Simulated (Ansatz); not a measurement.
# InSb: levels with and without spin–orbit coupling

```yaml
crystal:
  lattice:
    - [0.00000, 3.23910, 3.23910]
    - [3.23910, 0.00000, 3.23910]
    - [3.23910, 3.23910, 0.00000]
  atoms:
    - { symbol: In, position: [0.00000, 0.00000, 0.00000] }
    - { symbol: Sb, position: [0.75000, 0.75000, 0.75000] }
```

Atom numbers follow the list: In1, Sb2.

Conventional cell: a = 6.478 Å, b = 6.478 Å, c = 6.478 Å, α = 90.00°, β = 90.00°, γ = 90.00°. In (atom 1) is surrounded by 4 Sb at 2.81 Å. Sb (atom 2) is surrounded by 4 In at 2.81 Å.

The cell is COD entry 9008853, as deposited and not checked against the literature; nothing was relaxed.

All numbers are computed: DFT, PBE, all-electron LAPW, scalar-relativistic (Ansatz 0.2.0); DFT, PBE, all-electron LAPW, Dirac equation with spin-orbit coupling (Ansatz 0.2.0).

Settings: a Γ-centred 9×9×9 k mesh, Fermi–Dirac smearing of 0.05 eV, basis error target 0.25 meV/atom, no spin polarisation.

Levels between -8 and 2 eV, each run counted from its own valence-band top where it has a gap, else its Fermi level. Scalar levels are listed once for both spins; with the coupling every spinor state is counted. Levels near the edges of the range can cross them.

(1) At Γ (0.000, 0.000, 0.000) the scalar-relativistic levels are -0.24, -0.06 (×3). What are they with spin–orbit coupling?

(2) At U (-0.375, -0.375, 0.250) the scalar-relativistic levels are -5.82, -3.17, -1.97, 1.57. What are they with spin–orbit coupling?

(3) At W (-0.500, -0.250, 0.250) the scalar-relativistic levels are -5.85, -2.91, -2.78. What are they with spin–orbit coupling?

Results:

(1) -0.76 (×2), -0.43 (×2), -0.02 (×4).

(2) -6.08, -5.98, -3.46, -3.32, -2.18, -2.17, 1.35, 1.38.

(3) -6.11, -5.99, -3.30, -3.01, -3.00, -2.93.
